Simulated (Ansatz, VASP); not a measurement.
HgTe: VASP beside Ansatz

```xyz
2
Lattice="0.0000 3.2547 3.2547 3.2547 0.0000 3.2547 3.2547 3.2547 0.0000" Properties=species:S:1:pos:R:3 pbc="T T T"
Hg    0.0000    0.0000    0.0000
Te    4.8821    4.8821    4.8821
```

Alike in both runs: functional PBEsol; k mesh 12 × 12 × 12; occupations fermi-dirac, width 0.05 eV; no spin polarisation.

Ansatz relaxed the structure, and its values are those at the end. VASP's run is a single point on that final structure, the one shown.

|  | VASP | Ansatz |
| --- | --- | --- |
| version | VASP 6.6.1 | Ansatz 0.2.0 |
| potentials or method | VASP PAW PBE potentials, release 64 (Hg, Te) | PAW with Ansatz's default frozen-core files, scalar-relativistic |
| plane-wave cutoff (eV) | 520 | 420 |
| valence electrons in the cell | 18 | 36 |

Ansatz gave:

```
pressure (GPa) : 0.0
```

Task: Which values does VASP return?

Result: Pressure (GPa): 0.1.

The functional is the same, so the differences come from potentials, cutoffs and numerics. The two sets of potentials don't hold the same shells in valence.

Caveats: the PAW data sets were made with another functional, which shifts forces and pressure a little (VASP). The runs have no spin-orbit coupling, so splittings on Hg, Te are missing.
